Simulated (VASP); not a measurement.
# Se (Pm-3m) in VASP: notebook

One crystal, Se, is run at these levels: r2SCAN, SCAN0, PBE; tasks: relaxation of the atoms, single point, relaxation of cell and atoms.

Everything below comes from runs of VASP 6.6.1. Logs are shortened: lines on timing, memory, paths and dates and some standing lists are left out, and cuts for length are marked.

**1. The structure**

Symmetry: Pm-3m, No. 221, cubic system. Conventional cell: a = 2.811 Å, b = 2.811 Å, c = 2.811 Å, α = 90.00°, β = 90.00°, γ = 90.00°. Se (site symmetry m-3m) is surrounded by 6 Se at 2.81 Å.

This isn't the form of Se at room conditions, which is trigonal, of chains.

**2. Relaxation of the atoms, r2SCAN (cell strained at random at fixed volume)**

Contents of INCAR:

```
ALGO = Normal ; EDIFF = 1E-7
EDIFFG = -0.02 ; ENCUT = 520
IBRION = 2 ; ISIF = 2
ISMEAR = 0 ; LASPH = T
LCHARG = F ; LMIXTAU = T
LREAL = F ; LWAVE = F
METAGGA = R2SCAN ; NELM = 60
NSW = 60 ; PREC = Accurate
SIGMA = 0.05
```

Contents of KPOINTS:

```
k-points
0
Gamma
  9 9 9
```

Contents of POSCAR:

```
Se
1.0
    2.7895160000      0.0450880000     -0.0033490000
    0.0450880000      2.7997670000      0.0051240000
   -0.0033490000      0.0051240000      2.8434420000
Se
1
Direct
    0.0452770000      0.0008780000     -0.0072040000
```

Potentials or basis: VASP PAW PBE potentials, release 64 (Se).

Launch:

```bash
$ cat potpaw_PBE.64/Se/POTCAR > POTCAR
$ mpirun -np 1 vasp_std > vasp.out
```

OUTCAR:

```text
EDIFF = 1E-7
   EDIFFG = -0.02
   ENCUT = 520
   IBRION = 2
   ISIF = 2
   ISMEAR = 0
   LASPH = T
   LREAL = F
   METAGGA = R2SCAN
   NELM = 60
   NSW = 60
   PREC = Accurate

 ion  position               nearest neighbor table
   1  0.045  0.001  0.993-

  LATTYP: Found a triclinic cell.
 ALAT       =     3.8884718376
 B/A-ratio  =     0.7174752679
 C/A-ratio  =     0.7312509150
 COS(alpha) =     0.0023489236
 COS(beta)  =     0.0042868739
 COS(gamma) =     0.6942466887

  Lattice vectors:

 A1 = (  -2.7444280000,   2.7546790000,   0.0084730000)
 A2 = (  -2.7895160000,  -0.0450880000,   0.0033490000)
 A3 = (  -0.0033490000,   0.0051240000,   2.8434420000)

Analysis of symmetry for initial positions (statically):
=====================================================================
 Subroutine PRICEL returns:
 Original cell was already a primitive cell.

 Routine SETGRP: Setting up the symmetry group for a
 triclinic supercell.

 Subroutine GETGRP returns: Found  2 space group operations
 (whereof  1 operations were pure point group operations)
 out of a pool of  2 trial point group operations.

The static configuration has the point symmetry C_1 .
 The point group associated with its full space group is S_2 .

Analysis of symmetry for dynamics (positions and initial velocities):
=====================================================================
 Subroutine PRICEL returns:
 Original cell was already a primitive cell.

 Routine SETGRP: Setting up the symmetry group for a
 triclinic supercell.

 Subroutine GETGRP returns: Found  2 space group operations
 (whereof  1 operations were pure point group operations)
 out of a pool of  2 trial point group operations.

The dynamic configuration has the point symmetry C_1 .
 The point group associated with its full space group is S_2 .

 Subroutine INISYM returns: Found  2 space group operations
 (whereof  1 operations are pure point group operations),
 and found     1 'primitive' translations

----------------------------------------------------------------------------------------

                                     Primitive cell

  volume of cell :      22.2014

  direct lattice vectors                    reciprocal lattice vectors
     2.789516000  0.045088000 -0.003349000     0.358578998 -0.005775419  0.000432741
     0.045088000  2.799767000  0.005124000    -0.005775419  0.357266778 -0.000650612
    -0.003349000  0.005124000  2.843442000     0.000432741 -0.000650612  0.351688124

  length of vectors
     2.789882373  2.800134718  2.843448589     0.358625766  0.357314049  0.351688992

  position of ions in fractional coordinates (direct lattice)
     0.045277000  0.000878000  0.992796000

  ion indices of the primitive-cell ions
   primitive index   ion index
                 1           1

----------------------------------------------------------------------------------------

 KPOINTS: k-points

Automatic generation of k-mesh.
 Grid dimensions read from file:
 generate k-points for:    9    9    9

 Generating k-lattice:

  Cartesian coordinates                     Fractional coordinates (reciprocal lattice)
     0.039842111 -0.000641713  0.000048082     0.111111111  0.000000000  0.000000000
    -0.000641713  0.039696309 -0.000072290     0.000000000  0.111111111  0.000000000
     0.000048082 -0.000072290  0.039076458     0.000000000  0.000000000  0.111111111

  Length of vectors
     0.039847307  0.039701561  0.039076555

  Shift w.r.t. Gamma in fractional coordinates (k-lattice)
     0.000000000  0.000000000  0.000000000

 Subroutine IBZKPT returns following result:
 ===========================================

 Found    365 irreducible k-points:

 Following reciprocal coordinates:
            Coordinates               Weight
  0.000000  0.000000  0.000000      1.000000
  0.111111 -0.000000  0.000000      2.000000
  0.222222  0.000000  0.000000      2.000000
  0.333333 -0.000000 -0.000000      2.000000
  0.444444  0.000000  0.000000      2.000000
 -0.000000  0.111111  0.000000      2.000000
[... 16 lines left out ...]
 -0.111111  0.222222  0.000000      2.000000
 -0.000000  0.333333  0.000000      2.000000
 [... further k-points ...]
   k-points           NKPTS =    365   k-points in BZ     NKDIM =    365   number of bands    NBANDS=      7
   number of dos      NEDOS =    301   number of ions     NIONS =      1
   total plane-waves  NPLWV =  13824
   dimension x,y,z NGX =    24 NGY =   24 NGZ =   24
   dimension x,y,z NGXF=    48 NGYF=   48 NGZF=   48
   ions per type =               1
   NGX,Y,Z   is equivalent  to a cutoff of  14.30, 14.25, 14.03 a.u.
   NGXF,Y,Z  is equivalent  to a cutoff of  28.60, 28.50, 28.06 a.u.
 SYSTEM =  unknown system
   PREC   = accura    normal or accurate (medium, high low for compatibility)
   ISTART =      0    job   : 0-new  1-cont  2-samecut
   ICHARG =      2    charge: 1-file 2-atom 10-const
   ISPIN  =      1    spin polarized calculation?
   LNONCOLLINEAR =      F non collinear calculations
   LSORBIT =      F    spin-orbit coupling
   LASPH  =      T    aspherical Exc in radial PAW
   ENCUT  =  520.0 eV  38.22 Ry    6.18 a.u.   5.19  5.21  5.29*2*pi/ulx,y,z
   NELM   =     60;   NELMIN=  2; NELMDL= -5     # of ELM steps
   EDIFF  = 0.1E-06   stopping-criterion for ELM
   LREAL  =      F    real-space projection
   EDIFFG = -.2E-01   stopping-criterion for IOM
   NSW    =     60    number of steps for IOM
   IBRION =      2    ionic relax: 0-MD 1-quasi-New 2-CG
   NFREE  =      1    steps in history (QN), initial steepest desc. (CG)
   ISIF   =      2    stress and relaxation
   ISYM   =      2    0-nonsym 1-usesym 2-fastsym
   POTIM  = 0.5000    time-step for ionic-motion
   TEBEG  =    0.0;   TEEND  =   0.0 temperature during run
   PSTRESS=    0.0 pullay stress
   NELECT =       6.0000    total number of electrons
   NUPDOWN=      -1.0000    fix difference up-down
   EMIN   =  10.00;   EMAX   =-10.00  energy-range for DOS
   EFERMI =   0.00;   METHOD = LEGACY
   ISMEAR =     0;   SIGMA  =   0.05  broadening in eV -4-tet -1-fermi 0-gaus
   EFERMI_NEDOS =   21; number of points for ismear=-14 and -15
   IALGO  =     38    algorithm
   IMIX   =      4    mixing-type and parameters
     AMIX     =   0.40;   BMIX     =  1.00
     AMIX_MAG =   1.60;   BMIX_MAG =  1.00
  volume/ion in A,a.u.               =      22.20       149.82
  Fermi-wavevector in a.u.,A,eV,Ry     =   1.058438  2.000157 15.242472  1.120290
  Thomas-Fermi vector in A             =   2.193747
   LORBIT       =      0    0 simple, 1 ext, 2 COOP (PROOUT), +10 PAW based schemes
   METAGGA = R2SCAN    functional components
   LHFCALC =     F    Hartree Fock is set to
   AEXX    =    0.0000 exact exchange contribution
   IVDW    =     0    specifies the selected vdW correction
   LEPSILON=     F    determine dielectric tensor
   LRPA    =     F    only Hartree local field effects (RPA)
 conjugate gradient relaxation of ions
 non-spin polarized calculation
 Gauss-broadening in eV      SIGMA  =   0.05
  energy-cutoff  :      520.00
  volume of cell :       22.20
 maximum number of plane-waves:       610
 NGX is ok and might be reduce to    24
   NGX = 11   NGY = 11   NGZ = 11

 number of electron       6.0000001 magnetization

 Free energy of the ion-electron system (eV)
  ---------------------------------------------------
  ext. energy  EPLUGINS =         0.00000000
  ---------------------------------------------------
  free energy    TOTEN  =       -14.05498774 eV

  energy without entropy =      -14.05407374  energy(sigma->0) =      -14.05453074

 E-fermi :   4.7501     XC(G=0): -10.5196

 val. band max:        4.7487498220   @ k =  -0.3333  -0.2222   0.4444
 cond. band min:       4.7553660103   @ k =  -0.2222  -0.4444   0.3333
 fundamental gap:      0.0066161883
 Fermi energy:         4.7500794380

 k-point     1 :       0.0000    0.0000    0.0000
  band No.  band energies     occupation
      1     -12.2011      2.00000
      2       5.8813      0.00000
      3       6.2544      0.00000
      4       6.4762      0.00000
      5      12.7123      0.00000
      6      12.9939      0.00000
      7      13.6185      0.00000

 k-point     2 :       0.1111   -0.0000    0.0000
  band No.  band energies     occupation
      1     -12.0077      2.00000
      2       4.6166      1.99984
      3       6.0353      0.00000
      4       6.4668      0.00000
      5      12.9279      0.00000
      6      13.4740      0.00000
      7      15.5147      0.00000

 k-point     3 :       0.2222    0.0000    0.0000
  band No.  band energies     occupation
      1     -11.4557      2.00000
      2       1.6840      2.00000
      3       6.4572      0.00000
      4       6.8752      0.00000
      5      13.4903      0.00000
      6      14.1556      0.00000
      7      19.2172      0.00000

 k-point     4 :       0.3333   -0.0000   -0.0000
  band No.  band energies     occupation
      1     -10.6634      2.00000
      2      -0.8861      2.00000
      3       7.0113      0.00000
      4       7.4136      0.00000
      5      14.2926      0.00000
      6      15.2380      0.00000
      7      20.0382      0.00000

 k-point     5 :       0.4444    0.0000    0.0000
  band No.  band energies     occupation
      1      -9.9721      2.00000
      2      -2.4973      2.00000
      3       7.4334      0.00000
      4       7.8231      0.00000
      5      14.9815      0.00000
      6      16.6810      0.00000
      7      18.5668      0.00000

 k-point     6 :      -0.0000    0.1111    0.0000
  band No.  band energies     occupation
      1     -12.0107      2.00000
      2       4.5395      2.00000
      3       6.0327      0.00000
      4       6.5675      0.00000
      5      12.9232      0.00000
      6      13.5722      0.00000
      7      15.3909      0.00000

 k-point     7 :       0.1111    0.1111    0.0000
  band No.  band energies     occupation
      1     -11.8265      2.00000
      2       4.6657      1.98299
      3       4.9615      0.00000
      4       6.1794      0.00000
      5      13.1811      0.00000
      6      15.3948      0.00000
      7      15.6041      0.00000
[... 121 lines left out ...]
 k-point    20 :      -0.4444    0.2222    0.0000
  band No.  band energies     occupation
      1      -9.2179      2.00000
      2      -1.8583      2.00000
      3       3.4662      2.00000
      4       7.9698      0.00000
      5      12.5426      0.00000
      6      16.5881      0.00000
      7      19.4724      0.00000

 k-point    21 :      -0.3333    0.2222    0.0000
  band No.  band energies     occupation
      1      -9.8934      2.00000
      2      -0.3084      2.00000
      3       2.8553      2.00000
      4       7.5714      0.00000
      5      13.9959      0.00000
      6      15.8100      0.00000
      7      20.6991      0.00000

 k-point    22 :      -0.2222    0.2222    0.0000
  band No.  band energies     occupation
      1     -10.6916      2.00000
      2       2.1178      2.00000
      3       2.2942      2.00000
      4       7.0302      0.00000
      5      14.3666      0.00000
      6      16.7327      0.00000
      7      20.5178      0.00000

 k-point    23 :      -0.1111    0.2222    0.0000
  band No.  band energies     occupation
      1     -11.2578      2.00000
      2       1.7509      2.00000
      3       5.1169      0.00000
      4       6.6086      0.00000
      5      13.8148      0.00000
      6      16.2470      0.00000
      7      19.0841      0.00000

 k-point    24 :      -0.0000    0.3333    0.0000
  band No.  band energies     occupation
      1     -10.6920      2.00000
      2      -0.8948      2.00000
      3       6.9886      0.00000
      4       7.4926      0.00000
      5      14.2765      0.00000
      6      15.3072      0.00000
      7      20.0380      0.00000

 [... further k-points ...]
[... 5 lines left out ...]
  --------------------------------------------------------------------------------------
  -------------------------------------------------------------------------------------
  Total        0.0936901      0.1826843      0.0540437     -0.0096765      0.0002025     -0.0013801
  in kB        6.7612085     13.1835344      3.9000966     -0.6983130      0.0146144     -0.0995960
  external PRESSURE =       7.9482798 kB  Pullay stress =       0.0000000 kB

 VOLUME and BASIS-vectors are now :
 -----------------------------------------------------------------------------
  energy-cutoff  :      520.00
  volume of cell :       22.20
      direct lattice vectors                 reciprocal lattice vectors
     2.789516000  0.045088000 -0.003349000     0.358578998 -0.005775419  0.000432741
     0.045088000  2.799767000  0.005124000    -0.005775419  0.357266778 -0.000650612
    -0.003349000  0.005124000  2.843442000     0.000432741 -0.000650612  0.351688124

 POSITION                                       TOTAL-FORCE (eV/Angst)
 -----------------------------------------------------------------------------------
      0.12302      0.00959      2.82281         0.000000     -0.000000     -0.000000
 -----------------------------------------------------------------------------------
    total drift:                                0.000000     -0.000000      0.000000

  FREE ENERGIE OF THE ION-ELECTRON SYSTEM (eV)
  ---------------------------------------------------
  free  energy   TOTEN  =       -14.0549877391 eV

  energy  without entropy=      -14.0540737376  energy(sigma->0) =      -14.05453074

 reached required accuracy - stopping structural energy minimisation
```

It took 2.8 min on 1 thread of Intel Xeon Platinum 8488C (Sapphire Rapids), shared host; peak memory 0.18 GiB.

What came out:

```yaml
Free_energy: -14.0550 eV
Pressure_after_relaxing: 0.8 GPa
Band_gap_on_the_k_mesh: none (metal or under the smearing width)
```

Stress tensor (GPa, compression positive):
```
 0.68 -0.07 -0.01
-0.07  1.32  0.00
-0.01  0.00  0.39
```

Final structure:
```
Se
1.0
     2.78952    0.04509   -0.00335
     0.04509    2.79977    0.00512
    -0.00335    0.00512    2.84344
Se
1
Direct
  0.04528 0.00088 0.99280
```

Caveat: the relaxation stopped at its first step, so nothing moved; the PAW data sets were made with another functional, which shifts forces and pressure a little.

(Continued in part 2 of 2.)
